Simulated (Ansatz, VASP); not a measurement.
CdS in VASP and in Ansatz

```xyz
2
Lattice="0.0000 2.9100 2.9100 2.9100 0.0000 2.9100 2.9100 2.9100 0.0000" Properties=species:S:1:pos:R:3 pbc="T T T"
Cd    0.0000    0.0000    0.0000
S     4.3650    4.1794    4.1794
```

Change from the starting cell: all S atoms moved +0.263 Å, as atom 2 towards its neighbour atom 2 (S) at 4.115 Å.

Alike in both runs: task single point; functional PBE; k mesh 8 × 8 × 8; occupations gaussian, width 0.05 eV; no spin polarisation.

|  | VASP | Ansatz |
| --- | --- | --- |
| version | VASP 6.6.1 | Ansatz 0.2.0 |
| potentials or method | VASP PAW PBE potentials, release 64 (Cd, S) | scalar-relativistic, plane waves, PAW |
| plane-wave cutoff (eV) | 520 | 420 |
| valence electrons in the cell | 18 | 26 |

|  | VASP | Ansatz | Ansatz less VASP |
| --- | --- | --- | --- |
| gap on the k mesh at the Fermi level (eV) | 1.17 | 1.16 | -0.008 |
| least direct gap on the mesh (eV) | 1.17 | 1.16 | -0.008 |
| pressure (GPa) | 5.5 | 5.1 | -0.42 |
| largest component of the traceless stress (GPa) | 4.97 | 4.80 | -0.173 |
| rms of the force components (eV/Å) | 1.005 | 0.979 | -0.0262 |

Atom by atom the forces differ by 0.026 eV/Å (rms over components). The two sets of potentials don't hold the same shells in valence.

Caveats: forces of over 1 eV/Å show positions far from the minimum, so gaps and moduli don't describe the material at rest.
